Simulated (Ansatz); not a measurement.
This guess for Si2C3 is about to be relaxed.

```cif
data_structure
_symmetry_space_group_name_H-M 'P 1'
_symmetry_Int_Tables_number 1
_cell_length_a 2.6740
_cell_length_b 2.6740
_cell_length_c 22.2325
_cell_angle_alpha 90.000
_cell_angle_beta 90.000
_cell_angle_gamma 120.000
_cell_volume 137.67
loop_
_atom_site_label
_atom_site_type_symbol
_atom_site_fract_x
_atom_site_fract_y
_atom_site_fract_z
_atom_site_occupancy
Si1 Si 0.66667 0.33333 0.80000 1
Si2 Si 0.66667 0.33333 0.00000 1
Si3 Si 0.66667 0.33333 0.20000 1
Si4 Si 0.33333 0.66667 0.50000 1
C1 C 0.66667 0.33333 0.40000 1
C2 C 0.66667 0.33333 0.60000 1
C3 C 0.33333 0.66667 0.70000 1
C4 C 0.33333 0.66667 0.90000 1
C5 C 0.33333 0.66667 0.10000 1
C6 C 0.33333 0.66667 0.30000 1
```

Theory: DFT PBE, scalar-relativistic, plane waves, PAW (Ansatz 0.2.0). Cutoff 420 eV, Gaussian smearing, Γ-centred meshes. Cell and atoms relax first on a coarse mesh and then on a finer one. In between, the cell is made exact in the group found at 0.06 Å. In metals the finer mesh still leaves noise of several meV/atom or more. The steps can't lower the symmetry of their start. No spin polarisation in the relaxation; trial moments died out in a coarse test.

A guess keeps its type if space group and coordination stay and the shape of the cell changes little (axis ratios within about 15 %, angles within 6°); the volume may change.

Task: Does this structure survive the relaxation?

Result: It doesn't keep its type. The symmetry stays P-6m2 (No. 187). The volume per atom shrinks by 32.9 %, from 13.8 to 9.2 Å³. The shortest distance goes from 2.67 Å (C–C and Si–Si) to 1.66 Å (C–C). The ratio c/a of the conventional cell changes by a factor of 0.61. Counting neighbours within 15 % of an atom's shortest distance, the start has C 12, Si 12 and the end C 3, Si 2/4/8. In detail, at the end around Si on a site of symmetry 3m lie 3 C at 1.80 Å, 1 C at 1.96 Å and 1 Si at 2.55 Å; Si on a site of symmetry -6m2 is surrounded by 6 C at 2.35 Å, 2 Si at 2.55 Å and 6 Si at 2.77 Å; C on its first site has 3 C at 1.66 Å and 1 Si at 1.96 Å; 3 more sites not described.

```
CELL_PARAMETERS angstrom
2.76732 0.00000 0.00000
-1.38366 2.39657 0.00000
0.00000 0.00000 13.93320
ATOMIC_POSITIONS crystal
Si 0.66667 0.33333 0.81715
Si 0.66667 0.33333 0.00000
Si 0.66667 0.33333 0.18285
Si 0.33333 0.66667 0.50000
C 0.66667 0.33333 0.32349
C 0.66667 0.33333 0.67651
C 0.33333 0.66667 0.64298
C 0.33333 0.66667 0.87639
C 0.33333 0.66667 0.12361
C 0.33333 0.66667 0.35702
```

The last run used an 18×18×4 mesh (in the run's order of axes) for its 10-atom cell and Gaussian smearing of 0.10 eV. A structure relaxed within its symmetry needn't be a true minimum. Another cell of Si2C3 relaxed alike, in R-3m, lies 149 meV/atom lower, so this cell isn't the stable form at this level.

In counts of neighbours, a slash parts the counts of unlike sites.
